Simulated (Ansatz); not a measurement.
# CdF2: the cost of one run

Computed with Ansatz 0.2.0 (DFT PBE, scalar-relativistic, plane waves, PAW, unless a step's input says otherwise).

1 further run of the same task is left out (set aside as unsound or not needed).

## (1) The system as given

Symmetry: Fm-3m, No. 225, cubic system. The conventional cell has a = 5.481 Å, b = 5.481 Å, c = 5.481 Å, α = 90.00°, β = 90.00°, γ = 90.00°. Around Cd (site symmetry m-3m) lie 8 F at 2.37 Å. Around F (site symmetry -43m) lie 4 Cd at 2.37 Å.

Structure file:

```cif
data_structure
_symmetry_space_group_name_H-M 'P 1'
_symmetry_Int_Tables_number 1
_cell_length_a 3.8760
_cell_length_b 3.8760
_cell_length_c 3.8760
_cell_angle_alpha 60.000
_cell_angle_beta 60.000
_cell_angle_gamma 60.000
_cell_volume 41.17
loop_
_atom_site_label
_atom_site_type_symbol
_atom_site_fract_x
_atom_site_fract_y
_atom_site_fract_z
_atom_site_occupancy
Cd1 Cd 0.00000 0.00000 0.00000 1
F1 F 0.25000 0.25000 0.25000 1
F2 F 0.75000 0.75000 0.75000 1
```

It is the result of an earlier relaxation at this level (volume 13.72 Å³/atom; gap on the mesh: 2.92 eV).

## (2) Bands, states and charges

The input, input.yaml:

```yaml
crystal:
  lattice:
    - [0.0, 2.7407380292, 2.7407380292]
    - [2.7407380292, 0.0, 2.7407380292]
    - [2.7407380292, 2.7407380292, 0.0]
  atoms:
    - { symbol: Cd, position: [0.0, 0.0, 0.0] }
    - { symbol: F, position: [0.25, 0.25, 0.25] }
    - { symbol: F, position: [0.75, 0.75, 0.75] }
basis:
  ecutwfc: 420
kpoints:
  mp_grid: { grid: [8, 8, 8] }
  band_path:
    path:
      - [[0.0, 0.0, 0.0], [0.5, 0.0, 0.5], [0.625, 0.25, 0.625]]
      - [[0.375, 0.375, 0.75], [0.0, 0.0, 0.0], [0.5, 0.5, 0.5], [0.5, 0.25, 0.75], [0.5, 0.0, 0.5]]
    npoints: 14
hamiltonian:
  xc: pbe
scf:
  occupations: { method: gaussian, width: 0.02 }
  n_extra_bands: 7
output:
  forces: true
  stress: true
  eigenvalues: true
  populations: true
  dos: { projected: true, de: 0.02, nscf_kmesh: { grid: [12, 12, 12] } }
  bader: true
  write_density: true
  write_potential: true
  elf: true
  volumetric_format: npy
```

Run with:

```
> ansatz run input.yaml --threads 1 --pin off --max-ram 2560MiB --backend cpu --events-out ev --progress --plain --runs-dir out
```

Q: Estimate wall time and peak memory on 1 thread of Intel Xeon 6975P-C (Granite Rapids), shared host.

About 17 s, with a peak of 0.34 GiB.
